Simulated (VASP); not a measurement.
Ga2O3, 10 atoms in the cell. Symmetry: C2/m, No. 12, monoclinic system. The conventional cell has a = 12.214 Å, b = 3.037 Å, c = 5.798 Å, α = 90.00°, β = 103.83°, γ = 90.00°. Ga (site symmetry m) has 4 O at 1.83 to 1.86 Å as nearest neighbours. Around Ga (site symmetry m) lie 6 O at 1.94 to 2.07 Å. O (site symmetry m) has 3 Ga at 1.83 to 1.94 Å as nearest neighbours. O (site symmetry m) has 4 Ga at 1.86 to 2.07 Å as nearest neighbours. Around O (site symmetry m) lie 3 Ga at 1.83 to 1.94 Å. 

```yaml
Program: VASP 6.6.1
Task: relaxation of cell and atoms
Functional: PBE
Dispersion: D3(BJ)
Potentials_or_basis: VASP PAW PBE potentials, release 64 (Ga_d, O)
Cutoff: 600 eV
k_mesh: 10 × 10 × 6
Occupations: gaussian, width 0.03 eV
Spin: no spin polarisation
Further_INCAR_settings: ALGO = Normal; EDIFF = 1e-06; IBRION = 2; EDIFFG = -0.01; NSW = 90; ISIF = 3
```

Potentials or basis: VASP PAW PBE potentials, release 64 (Ga_d, O).

Launch:

```console
$ cat potpaw_PBE.64/Ga_d/POTCAR potpaw_PBE.64/O/POTCAR > POTCAR
$ mpirun -np 4 vasp_std > vasp.out
```

Hardware: 4 MPI ranks on Intel(R) Xeon(R) 6975P-C (Granite Rapids), on a shared host.

Estimate the wall time of this run.

Wall time 30 min on 4 MPI ranks on Intel(R) Xeon(R) 6975P-C (Granite Rapids), on a shared host, peak memory 0.99 GiB a rank. Counts: scf iterations 105, k points 172, ion steps 17.
